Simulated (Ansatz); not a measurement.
# Ti: response to a stretch of c alone

The task here is to estimate one member of a computed series from the others.

Computed with Ansatz 0.2.0 (DFT PBEsol, scalar-relativistic, plane waves, PAW, unless a step's input says otherwise).

2 further runs of the same task are left out: 2 set aside as unsound or not needed.

### The starting structure

The structure is cubic, space group Fm-3m (No. 225). Conventional cell: a = 4.056 Å, b = 4.056 Å, c = 4.056 Å, α = 90.00°, β = 90.00°, γ = 90.00°. Around Ti (site symmetry m-3m) lie 12 Ti at 2.87 Å.

Coordinates:

```
CELL_PARAMETERS angstrom
2.02792 2.02792 0.00000
-2.02792 2.02792 0.00000
0.00000 0.00000 4.05584
ATOMIC_POSITIONS crystal
Ti 0.00000 0.00000 0.00000
Ti 0.50000 0.50000 0.50000
```

The unstrained cell comes from an earlier run at this level (2 atoms, E(σ→0) -4947.6802 eV, gap none (metal)).

Set-up of the first run:

input.yaml reads:

```yaml
crystal:
  lattice:
    - [2.0279211513, 2.0279211513, 0.0]
    - [-2.0279211513, 2.0279211513, 0.0]
    - [0.0, 0.0, 3.9747254566]
  atoms:
    - { symbol: Ti, position: [0.0, 0.0, 0.0] }
    - { symbol: Ti, position: [0.5, 0.5, 0.5] }
basis:
  ecutwfc: 420
kpoints:
  mp_grid: { grid: [18, 18, 14] }
hamiltonian:
  xc: pbesol
scf:
  occupations: { method: gaussian, width: 0.1 }
output:
  forces: true
  stress: true
  eigenvalues: true
```

The run is started by

```bash
ansatz run input.yaml --threads 1 --pin off --max-ram 2560MiB --backend cpu --events-out ev --progress --plain --runs-dir out
```

Among the steps run: Strain -2.0 %; Strain +2.0 %; At -4.0 %; At +4.0 %; At -6.0 %; Strain +6.0 %.

One table of the session follows, with a row left open; its other results are not shown here.

Lengths are those of the vectors of the cell that was run; stresses in GPa:

```
strain (%)  ΔE (meV/atom)  c (Å)
      -6.0           27.8  3.812
      -4.0           12.1  3.894
      -2.0            3.1  3.975
      +0.0            0.0  4.056
      +2.0            3.1  4.137
      +4.0              ?      ?
      +6.0           24.6  4.299
```

Estimate the missing values for strain (%) = +4.0.

Worked estimate for «ΔE (meV/atom)». A straight line through the neighbours (2.0, 3.1) and (6.0, 24.6) gives 3.1 + (24.6 − 3.1) × (4.0 − 2.0) / (6.0 − 2.0) = 13.8; a parabola fitted to 3 rows on both sides gives 11.3.

The run gave: ΔE (meV/atom): 11.5; c (Å): 4.218. In «ΔE (meV/atom)» the line misses by +2.3 and the parabola by -0.2.

ΔE is over the unstrained cell. Stress in GPa, positive in compression, on the Cartesian axes of the input. 
